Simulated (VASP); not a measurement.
Method: PBEsol GGA, VASP's PBE PAW potentials (set 64) (plane waves; VASP 6.6.1).

VASP ran on this input.

POSCAR:
```
CsI
1
    4.5164468370     0.0000000000     0.0000000000
    0.0000000000     4.5164468370     0.0000000000
    0.0000000000     0.0000000000     4.5164468370
Cs I
1 1
Direct
  0.0000000000   0.0000000000   0.0000000000
  0.5000000000   0.5000000000   0.5000000000
```

**INCAR**
```
# general
SYSTEM   = CsI
PREC     = Accurate
ENCUT    = 400
LREAL    = .FALSE.
LASPH    = .TRUE.

# electronic loop
EDIFF    = 1E-8
NELM     = 100
ALGO     = Normal
LMAXMIX  = 4

# smearing
ISMEAR   = 0
SIGMA    = 0.01

# functional
GGA      = PS

# ions
IBRION   = 8
NSW      = 1

# output
LWAVE    = .FALSE.
LCHARG   = .FALSE.

# other
LEPSILON = .TRUE.
```

KPOINTS:
```
Regular mesh
0
G
6 6 6
0 0 0
```

POTCAR, in this order: Cs_sv I (PBE.64 set). Program: vasp_std.

Output of the run:

OUTCAR:
```
 ion  position               nearest neighbor table
   1  0.000  0.000  0.000-
   2  0.500  0.500  0.500-
  LATTYP: Found a simple cubic cell.
 ALAT       =     4.5164468370
 Subroutine PRICEL returns:
 Original cell was already a primitive cell.
 Subroutine GETGRP returns: Found 48 space group operations
The static configuration has the point symmetry O_h .
The dynamic configuration has the point symmetry O_h .
 Subroutine INISYM returns: Found 48 space group operations
 Subroutine IBZKPT returns following result:
 Found     20 irreducible k-points:

 Following reciprocal coordinates:
            Coordinates               Weight
  0.000000  0.000000  0.000000      1.000000
  0.166667  0.000000  0.000000      6.000000
  0.333333  0.000000  0.000000      6.000000
  0.500000  0.000000  0.000000      3.000000
  0.166667  0.166667  0.000000     12.000000
  0.333333  0.166667  0.000000     24.000000
  0.500000  0.166667  0.000000     12.000000
  0.333333  0.333333  0.000000     12.000000
  0.500000  0.333333  0.000000     12.000000
  0.500000  0.500000  0.000000      3.000000
  0.166667  0.166667  0.166667      8.000000
  0.333333  0.166667  0.166667     24.000000
  0.500000  0.166667  0.166667     12.000000
  0.333333  0.333333  0.166667     24.000000
  0.500000  0.333333  0.166667     24.000000
  0.500000  0.500000  0.166667      6.000000
  0.333333  0.333333  0.333333      8.000000
  0.500000  0.333333  0.333333     12.000000
  0.500000  0.500000  0.333333      6.000000
  0.500000  0.500000  0.500000      1.000000
 Subroutine IBZKPT_HF returns following result:
   k-points           NKPTS =     20   k-points in BZ     NKDIM =     20   number of bands    NBANDS=     12
   number of dos      NEDOS =    301   number of ions     NIONS =      2
   total plane-waves  NPLWV =  27000
   dimension x,y,z NGX =    30 NGY =   30 NGZ =   30
   dimension x,y,z NGXF=    60 NGYF=   60 NGZF=   60
   ions per type =               1   1
   PREC   = accura    normal or accurate (medium, high low for compatibility)
   ISTART =      0    job   : 0-new  1-cont  2-samecut
   ICHARG =      2    charge: 1-file 2-atom 10-const
   ISPIN  =      1    spin polarized calculation?
   LNONCOLLINEAR =      F non collinear calculations
   LSORBIT =      F    spin-orbit coupling
   INIWAV =      1    electr: 0-lowe 1-rand  2-diag
   ENCUT  =  400.0 eV  29.40 Ry    5.42 a.u.   7.37  7.37  7.37*2*pi/ulx,y,z
   NELM   =    100;   NELMIN=  2; NELMDL= -5     # of ELM steps
   EDIFF  = 0.1E-07   stopping-criterion for ELM
   LREAL  =      F    real-space projection
   NLSPLINE    = F    spline interpolate recip. space projectors
   LMAXMIX     =    4 max onsite mixed and CHGCAR
   VOSKOWN=      0    Vosko Wilk Nusair interpolation
   EDIFFG = 0.1E-06   stopping-criterion for IOM
   NSW    =      1    number of steps for IOM
   NBLOCK =      1;   KBLOCK =      1    inner block; outer block
   IBRION =      8    ionic relax: 0-MD 1-quasi-New 2-CG
   NFREE  =      0    steps in history (QN), initial steepest desc. (CG)
   ISIF   =      2    stress and relaxation
   ISYM   =      2    0-nonsym 1-usesym 2-fastsym
   TEIN   =    0.0    initial temperature
   TEBEG  =    0.0;   TEEND  =   0.0 temperature during run
   SMASS  =  -3.00    Nose mass-parameter (am)
   PSTRESS=    0.0 pullay stress
   NELECT =      16.0000    total number of electrons
   EFERMI =   0.00;   METHOD = LEGACY
   ISMEAR =     0;   SIGMA  =   0.01  broadening in eV -4-tet -1-fermi 0-gaus
   IALGO  =     38    algorithm
   LDIAG  =      T    sub-space diagonalisation (order eigenvalues)
   IMIX   =      4    mixing-type and parameters
     AMIX     =   0.40;   BMIX     =  1.00
...
```

OSZICAR:
```
...
 Linear response to external field (no local field effect), progress :
  Direction:   3
       N       E                     dE             d eps       ncg     rms          rms(c)
RMM:   1    -0.954324813812E+00   -0.95432E+00   -0.26224E+00   936   0.386E+00
RMM:   2    -0.953342270156E+00    0.98254E-03   -0.22881E-02   838   0.696E-01
RMM:   3    -0.953416797700E+00   -0.74528E-04   -0.46475E-04   819   0.925E-02
RMM:   4    -0.953419839727E+00   -0.30420E-05   -0.17862E-05   855   0.160E-02
RMM:   5    -0.953419795116E+00    0.44611E-07   -0.11512E-06   837   0.351E-03
RMM:   6    -0.953419797637E+00   -0.25215E-08   -0.18002E-07   685   0.783E-04
RMM:   7    -0.953419797265E+00    0.37267E-09   -0.12958E-07   558   0.314E-04
RMM:   8    -0.953419797155E+00    0.10936E-09   -0.36586E-08   468   0.217E-04
 Linear response to external field, progress :
  Direction:   1
       N       E                     dE             d eps       ncg     rms          rms(c)
RMM:   1    -0.734520829684E+00   -0.73452E+00   -0.18314E+00  1925   0.354E+00
RMM:   2    -0.732100712867E+00    0.24201E-02   -0.16242E-02  1659   0.623E-01    0.174E+00
RMM:   3    -0.663309388206E+00    0.68791E-01   -0.10674E-01  1566   0.158E+00    0.853E-01
RMM:   4    -0.688688512004E+00   -0.25379E-01   -0.10023E-01  1554   0.151E+00    0.196E-01
RMM:   5    -0.714010981796E+00   -0.25322E-01   -0.25365E-03  1613   0.385E-01    0.328E-02
RMM:   6    -0.714993573304E+00   -0.98259E-03   -0.89274E-05  1693   0.511E-02    0.256E-02
RMM:   7    -0.715467137453E+00   -0.47356E-03   -0.76207E-06  1682   0.197E-02    0.146E-02
RMM:   8    -0.716015675795E+00   -0.54854E-03   -0.37373E-06  1572   0.144E-02    0.225E-03
RMM:   9    -0.716031891629E+00   -0.16216E-04   -0.38419E-07  1735   0.390E-03    0.905E-04
RMM:  10    -0.716034907629E+00   -0.30160E-05   -0.10944E-07  1772   0.125E-03    0.165E-04
RMM:  11    -0.716031940019E+00    0.29676E-05   -0.72442E-08  1543   0.335E-04    0.105E-04
RMM:  12    -0.716032087284E+00   -0.14727E-06   -0.86340E-08  1346   0.210E-04    0.281E-05
RMM:  13    -0.716031497282E+00    0.59000E-06    0.63638E-08   975   0.161E-04    0.853E-06
 Linear response to external field, progress :
  Direction:   2
       N       E                     dE             d eps       ncg     rms          rms(c)
RMM:   1    -0.734421999674E+00   -0.73442E+00   -0.18305E+00  1923   0.354E+00
RMM:   2    -0.732099860188E+00    0.23221E-02   -0.16386E-02  1661   0.627E-01    0.174E+00
RMM:   3    -0.663327052251E+00    0.68773E-01   -0.10664E-01  1565   0.158E+00    0.853E-01
RMM:   4    -0.688687458633E+00   -0.25360E-01   -0.99982E-02  1550   0.151E+00    0.196E-01
RMM:   5    -0.714061894235E+00   -0.25374E-01   -0.25424E-03  1613   0.385E-01    0.327E-02
RMM:   6    -0.714991893131E+00   -0.93000E-03   -0.89312E-05  1688   0.510E-02    0.258E-02
RMM:   7    -0.715456215325E+00   -0.46432E-03   -0.73966E-06  1679   0.193E-02    0.150E-02
RMM:   8    -0.716015910269E+00   -0.55969E-03   -0.38742E-06  1565   0.147E-02    0.222E-03
RMM:   9    -0.716032389322E+00   -0.16479E-04   -0.34891E-07  1733   0.394E-03    0.938E-04
RMM:  10    -0.716035406300E+00   -0.30170E-05   -0.46763E-08  1764   0.128E-03    0.156E-04
RMM:  11    -0.716032352342E+00    0.30540E-05    0.34322E-08  1541   0.327E-04    0.109E-04
RMM:  12    -0.716032620582E+00   -0.26824E-06   -0.16769E-08  1392   0.211E-04    0.321E-05
RMM:  13    -0.716031990987E+00    0.62959E-06    0.39070E-07   938   0.151E-04    0.560E-06
 Linear response to external field, progress :
  Direction:   3
       N       E                     dE             d eps       ncg     rms          rms(c)
RMM:   1    -0.734449615266E+00   -0.73445E+00   -0.18307E+00  1929   0.354E+00
RMM:   2    -0.732101035632E+00    0.23486E-02   -0.16261E-02  1661   0.624E-01    0.174E+00
RMM:   3    -0.663316162902E+00    0.68785E-01   -0.10672E-01  1565   0.158E+00    0.853E-01
RMM:   4    -0.688705030118E+00   -0.25389E-01   -0.10032E-01  1552   0.151E+00    0.196E-01
RMM:   5    -0.714017713428E+00   -0.25313E-01   -0.25448E-03  1608   0.385E-01    0.331E-02
RMM:   6    -0.714995871802E+00   -0.97816E-03   -0.90101E-05  1688   0.512E-02    0.261E-02
RMM:   7    -0.715453036320E+00   -0.45716E-03   -0.73977E-06  1686   0.193E-02    0.152E-02
RMM:   8    -0.716014949776E+00   -0.56191E-03   -0.39437E-06  1570   0.148E-02    0.218E-03
RMM:   9    -0.716031756119E+00   -0.16806E-04   -0.39427E-07  1728   0.392E-03    0.958E-04
RMM:  10    -0.716035205649E+00   -0.34495E-05   -0.15272E-07  1760   0.131E-03    0.152E-04
RMM:  11    -0.716031900383E+00    0.33053E-05   -0.23260E-07  1551   0.333E-04    0.111E-04
RMM:  12    -0.716032134223E+00   -0.23384E-06   -0.49297E-07  1423   0.221E-04    0.344E-05
RMM:  13    -0.716031518237E+00    0.61599E-06   -0.69467E-07   920   0.154E-04    0.637E-06
 Linear response DOF=           2
 Linear response progress:
  Degree of freedom:   1/  2
       N       E                     dE             d eps       ncg     rms          rms(c)
RMM:   1    -0.185273821694E+00   -0.18527E+00    0.10675E-01  1706   0.199E+00
RMM:   2    -0.187908539066E+00   -0.26347E-02   -0.26418E-03  1512   0.335E-01    0.153E-02
RMM:   3    -0.188036635397E+00   -0.12810E-03   -0.50177E-05  1683   0.496E-02    0.788E-03
RMM:   4    -0.188047716090E+00   -0.11081E-04   -0.99584E-06  1707   0.199E-02    0.186E-03
RMM:   5    -0.188042579298E+00    0.51368E-05   -0.39770E-07  1722   0.417E-03    0.601E-04
RMM:   6    -0.188037430709E+00    0.51486E-05   -0.25349E-08  1740   0.117E-03    0.187E-04
RMM:   7    -0.188034218541E+00    0.32122E-05   -0.49371E-09  1754   0.333E-04    0.311E-05
RMM:   8    -0.188034029989E+00    0.18855E-06   -0.32962E-09  1797   0.947E-05    0.960E-06
RMM:   9    -0.188034018793E+00    0.11196E-07   -0.18609E-09  1700   0.729E-05    0.264E-06
RMM:  10    -0.188034022451E+00   -0.36576E-08    0.38695E-09  1589   0.542E-05    0.146E-06
 Linear response progress:
  Degree of freedom:   2/  2
       N       E                     dE             d eps       ncg     rms          rms(c)
RMM:   1    -0.860945211718E-01   -0.86095E-01    0.54230E-02  1956   0.114E+00
RMM:   2    -0.857967093865E-01    0.29781E-03   -0.24429E-03  1547   0.253E-01    0.293E-02
RMM:   3    -0.860629408661E-01   -0.26623E-03   -0.15750E-04  1589   0.594E-02    0.212E-02
RMM:   4    -0.863385555040E-01   -0.27561E-03   -0.40672E-05  1596   0.310E-02    0.571E-03
RMM:   5    -0.864056399550E-01   -0.67084E-04   -0.26196E-06  1669   0.988E-03    0.329E-03
RMM:   6    -0.864093687361E-01   -0.37288E-05   -0.48451E-07  1581   0.491E-03    0.941E-04
RMM:   7    -0.864110147748E-01   -0.16460E-05   -0.43486E-08  1544   0.126E-03    0.135E-04
RMM:   8    -0.864089751823E-01    0.20396E-05   -0.16060E-08  1753   0.257E-04    0.971E-05
RMM:   9    -0.864084318659E-01    0.54332E-06   -0.19641E-08  1681   0.172E-04    0.369E-05
RMM:  10    -0.864085518257E-01   -0.11996E-06    0.12966E-08  1791   0.537E-05    0.237E-05
RMM:  11    -0.864086816695E-01   -0.12984E-06    0.18466E-07  1757   0.542E-05    0.511E-06
RMM:  12    -0.864086789185E-01    0.27511E-08    0.11046E-07  1561   0.385E-05    0.392E-06
RMM:  13    -0.864086706074E-01    0.83110E-08    0.34707E-08  1346   0.375E-05    0.668E-07
 Linear response finished
```

OUTCAR:
```
------------------------ aborting loop because EDIFF is reached ----------------------------------------

 HEAD OF MICROSCOPIC STATIC DIELECTRIC TENSOR (INDEPENDENT PARTICLE, excluding Hartree and local field effects)
 ------------------------------------------------------
           3.876123    -0.000000     0.000000
           0.000000     3.876123     0.000000
           0.000000     0.000000     3.876123
 ------------------------------------------------------

 MACROSCOPIC STATIC DIELECTRIC TENSOR (including local field effects in DFT)
 ------------------------------------------------------
           3.490223    -0.000000     0.000000
           0.000000     3.490223     0.000000
           0.000000    -0.000000     3.490223
 ------------------------------------------------------

 PIEZOELECTRIC TENSOR (including local field effects)  for field in x, y, z        (e  Angst)
          XX          YY          ZZ          XY          YZ          ZX
  --------------------------------------------------------------------------------
  x     0.00000     0.00000     0.00000     0.00000     0.00000     0.00000
  y     0.00000     0.00000     0.00000     0.00000     0.00000     0.00000
  z     0.00000     0.00000     0.00000     0.00000     0.00000     0.00000

 PIEZOELECTRIC TENSOR (including local field effects)  for field in x, y, z        (C/m^2)
          XX          YY          ZZ          XY          YZ          ZX
  --------------------------------------------------------------------------------
  x     0.00000     0.00000     0.00000     0.00000     0.00000     0.00000
  y     0.00000     0.00000     0.00000     0.00000     0.00000     0.00000
  z     0.00000     0.00000     0.00000     0.00000     0.00000     0.00000

 BORN EFFECTIVE CHARGES (including local field effects) (in |e|, cummulative output)
 ---------------------------------------------------------------------------------
 ion    1
    1     1.32193     0.00000    -0.00000
    2     0.00000     1.32193     0.00000
    3    -0.00000     0.00000     1.32193
 ion    2
    1    -1.32193    -0.00000     0.00000
    2    -0.00000    -1.32193    -0.00000
    3     0.00000    -0.00000    -1.32193

   1 f  =    1.730485 THz    10.872956 2PiTHz   57.722756 cm-1     7.156706 meV
             X         Y         Z           dx          dy          dz
      0.000000  0.000000  0.000000     0.576055   -0.391367    0.034260
      2.258223  2.258223  2.258223    -0.592202    0.402338   -0.035220

   2 f  =    1.730485 THz    10.872956 2PiTHz   57.722756 cm-1     7.156706 meV
             X         Y         Z           dx          dy          dz
      0.000000  0.000000  0.000000     0.362556    0.506170   -0.313888
      2.258223  2.258223  2.258223    -0.372719   -0.520359    0.322686

   3 f  =    1.730485 THz    10.872956 2PiTHz   57.722756 cm-1     7.156706 meV
             X         Y         Z           dx          dy          dz
      0.000000  0.000000  0.000000    -0.151311   -0.277136   -0.621677
      2.258223  2.258223  2.258223     0.155552    0.284904    0.639103

   4 f/i=    0.003946 THz     0.024792 2PiTHz    0.131618 cm-1     0.016319 meV
             X         Y         Z           dx          dy          dz
      0.000000  0.000000  0.000000    -0.065883   -0.614478    0.363174
      2.258223  2.258223  2.258223    -0.064086   -0.597724    0.353271

   5 f/i=    0.003946 THz     0.024792 2PiTHz    0.131618 cm-1     0.016319 meV
             X         Y         Z           dx          dy          dz
      0.000000  0.000000  0.000000     0.054480    0.359325    0.617848
      2.258223  2.258223  2.258223     0.052994    0.349527    0.601002

   6 f/i=    0.003946 THz     0.024792 2PiTHz    0.131618 cm-1     0.016319 meV
             X         Y         Z           dx          dy          dz
      0.000000  0.000000  0.000000     0.711695   -0.084389   -0.013676
      2.258223  2.258223  2.258223     0.692290   -0.082088   -0.013303

 MACROSCOPIC STATIC DIELECTRIC TENSOR IONIC CONTRIBUTION
 ------------------------------------------------------
           4.315665     0.000000    -0.000000
           0.000000     4.315665     0.000000
          -0.000000     0.000000     4.315665
 ------------------------------------------------------

 ELASTIC MODULI CONTR FROM IONIC RELAXATION (kBar)
 Direction    XX          YY          ZZ          XY          YZ          ZX
 --------------------------------------------------------------------------------
 XX           0.0000      0.0000      0.0000      0.0000      0.0000      0.0000
 YY           0.0000      0.0000      0.0000      0.0000      0.0000      0.0000
 ZZ           0.0000      0.0000      0.0000      0.0000      0.0000      0.0000
 XY           0.0000      0.0000      0.0000      0.0000      0.0000      0.0000
 YZ           0.0000      0.0000      0.0000      0.0000      0.0000      0.0000
 ZX           0.0000      0.0000      0.0000      0.0000      0.0000      0.0000
 --------------------------------------------------------------------------------

 PIEZOELECTRIC TENSOR IONIC CONTR  for field in x, y, z        (C/m^2)
          XX          YY          ZZ          XY          YZ          ZX
  --------------------------------------------------------------------------------
  x     0.00000     0.00000     0.00000     0.00000     0.00000     0.00000
  y     0.00000     0.00000     0.00000     0.00000     0.00000     0.00000
  z     0.00000     0.00000     0.00000     0.00000     0.00000     0.00000
```
(Selected blocks of OUTCAR.)

The compound is CsI in the CsCl type structure. It was relaxed first.
